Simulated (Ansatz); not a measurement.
# H: all-electron results

```
CELL_PARAMETERS angstrom
1.45687 0.00000 0.00000
0.00000 1.45687 0.00000
0.00000 0.00000 1.45687
ATOMIC_POSITIONS crystal
H 0.00000 0.00000 0.00000
```

The structure comes from a relaxation in the same program, started in the sc type, and has space group Pm-3m. Whether it is a known phase or the ground state wasn't checked.

Computed with Ansatz 0.2.0, DFT, PBE, all-electron LAPW, scalar-relativistic.

Settings: a Γ-centred 16×16×16 k mesh, Fermi–Dirac smearing of 0.08 eV, basis error target 1 meV/atom, no spin polarisation.

```json
{
 "Pressure at this cell": "-1.0 kbar",
 "Volume per atom": "3.09 Å³"
}
```

(1) Band gap: what does the calculation give?

(2) Predict this quantity. Density of states at the Fermi level (0.2 eV bin).

Results:

(1) none: with an odd electron count and no spin polarisation the bands can't all be full, a metal in this set-up (spin order or a larger cell could open a gap).

(2) 0.10 states/eV per cell.
